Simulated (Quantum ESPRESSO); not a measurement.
**HfC: zone-centre phonons under several settings**

```
Hf C
1.0
     0.00000    2.32500    2.32500
     2.32500    0.00000    2.32500
     2.32500    2.32500    0.00000
Hf C
1 1
Direct
  0.50000 0.50000 0.50000
  0.00000 0.00000 0.00000
```

All runs used Quantum ESPRESSO 7.5; potentials GBRV 1.5 PBEsol; k mesh 10 × 10 × 10; no spin polarisation; cutoff 612 eV; occupations cold, width 0.2 eV.

```csv
level,geometry,volume (Å³/atom),pressure (GPa),lowest optical mode without the field (cm⁻¹)
PBEsol,relaxed at -3 GPa,12.40,-3.0,438
PBEsol,relaxed at 0 GPa,12.25,-0.1,451
PBEsol,relaxed at 3 GPa,12.11,2.9,463
PBEsol,relaxed at 8 GPa,?,7.9,?
PBEsol,relaxed at 15 GPa,11.61,14.8,509
```

Q: What stands in the row left open?

A: Volume 11.89 Å³/atom; lowest optical mode without the field 483 cm⁻¹.

Caveats: the cell is more than 3 GPa from zero pressure, which shifts response properties (some runs).

For the row left open. Caveat: the cell is more than 3 GPa from zero pressure, which shifts response properties.
